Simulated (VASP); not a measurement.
Set up this calculation in VASP 6.6.1, as the native input.

```
Task                   : single point
Functional             : PBE
Potentials or basis    : VASP PAW PBE potentials, release 64 (Si)
Cutoff                 : 520 eV
k mesh                 : 8 × 8 × 8
Occupations            : fermi-dirac, width 0.02 eV
Spin                   : no spin polarisation
Dipole correction      : no
Further INCAR settings : ALGO = Fast; EDIFF = 1e-06; NBANDS = 11
```

The structure of Si lies in POSCAR:

```
Si
1.0
    0.0000000000      2.7221188958      2.7221188958
    2.7221188958      0.0000000000      2.7221188958
    2.7221188958      2.7221188958      0.0000000000
Si
2
Direct
    0.0000000000      0.0000000000      0.0000000000
    0.2500000000      0.2500000000      0.2500000000
```

The cell was built by a generator and needn't be a form met in nature.

One way to write it, as run:

INCAR

```
SYSTEM = Si
PREC = Accurate
ENCUT = 520
EDIFF = 1E-6
ISMEAR = -1
SIGMA = 0.02
LREAL = .FALSE.
LASPH = .TRUE.
NELM = 100
ALGO = Fast
ISIF = 2
LWAVE = .FALSE.
LCHARG = .TRUE.
GGA = PE
LELF = .TRUE.
LVHAR = .TRUE.
NBANDS = 11
```

KPOINTS

```
regular mesh
0
G
  8 8 8
  0 0 0
```

Potentials or basis: VASP PAW PBE potentials, release 64 (Si).

Launch:

```sh
$ cat potpaw_PBE.64/Si/POTCAR > POTCAR
$ mpirun -np 1 vasp_std > vasp.out
```

Results of the run:

- Pressure: 1.2 GPa
- Band gap on the k mesh: 0.63 eV, indirect (least direct gap 2.56 eV)

Wall time 19 s on 1 thread of Intel(R) Xeon(R) Platinum 8488C (Sapphire Rapids), on a shared host, peak memory 0.15 GiB.
